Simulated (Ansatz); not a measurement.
The system is SnTe.

```
Te Sn
1.0
     3.90470    0.00000    0.00000
     0.00000    3.90470    0.00000
     0.00000    0.00000    3.90470
Te Sn
1 1
Direct
  0.50000 0.50000 0.50000
  0.00000 0.00000 0.00000
```

Measurements of this composition are mostly on another form, of space group No. 225.

```yaml
Program: Ansatz 0.2.0
Task: relaxation of cell and atoms
Functional: B3LYP
Potentials_or_basis: Ansatz PAW
Cutoff: "420 eV (not typed: the program's choice for these potentials)"
k_mesh: 4 × 4 × 4
Occupations: fermi-dirac, width 0.05 eV
Spin: no spin polarisation
```

At the start: volume 29.77 Å³/atom.

Question: How do energy, volume and symmetry change on relaxing?

Answer: It ends after 5 steps and the volume is 32.73 Å³/atom (+10.0 %); space group Pm-3m (No. 221, to 0.05 Å).

The path:
| step | energy change (eV) | largest force (eV/Å) | volume (Å³) |
| --- | --- | --- | --- |
| 1 | 0.0000 | 0.0000 | 59.53 |
| 2 | -0.0753 | 0.0000 | 66.44 |
| 3 | -0.0772 | 0.0000 | 65.61 |
| 4 | -0.0772 | 0.0000 | 65.46 |
| 5 | -0.0784 | 0.0000 | 65.46 |

Final structure:
```yaml
crystal:
  lattice:
    - [4.03019, 0.00000, 0.00000]
    - [0.00000, 4.03019, 0.00000]
    - [0.00000, 0.00000, 4.03019]
  atoms:
    - { symbol: Te, position: [0.50000, 0.50000, 0.50000] }
    - { symbol: Sn, position: [0.00000, 0.00000, 0.00000] }
```

Caveat: the k mesh is coarse (spacing up to 0.40 Å⁻¹), so the values aren't converged, least of all with exact exchange; the plane-wave basis is chosen anew once the cell has moved, so the energies of steps on either side of that aren't comparable; the PAW data sets come from PBE, with cores solved anew for the run's functional, which leaves a small shift of forces and pressure.
